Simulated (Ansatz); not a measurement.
# Barium (omega (AlB2-type)) across density functionals

All rows: Ansatz, plane waves with scalar-relativistic PAW, 420 eV (500 eV for the SCAN forms), relaxed under each functional, no dispersion correction, no zero-point motion. B₀ comes from uniform scaling at fixed shape; a dash is a value not given.

| functional | V (Å³/atom) | cell | B₀ (GPa) | magnetic state | ΔE to bcc (meV/atom) |
| --- | --- | --- | --- | --- | --- |
| PBE | 63.99 | a = 7.200 Å, c = 4.276 Å (c/a = 0.594) | 8 | spin not included | 51 |
| r²SCAN | 66.46 | a = 7.321 Å, c = 4.296 Å (c/a = 0.587) | 8 | spin not included | 58 |
| PBEsol | 58.65 | a = 6.989 Å, c = 4.160 Å (c/a = 0.595) | 9 | spin not included | 52 |
| revPBE | 68.18 | a = 7.353 Å, c = 4.368 Å (c/a = 0.594) | 8 | spin not included | 50 |
| RPBE | 69.61 | a = 7.404 Å, c = 4.399 Å (c/a = 0.594) | 7 | spin not included | 50 |
| BLYP | 67.16 | a = 7.306 Å, c = 4.358 Å (c/a = 0.597) | 8 | spin not included | 47 |

PBEsol gives the smallest volume and RPBE the largest.
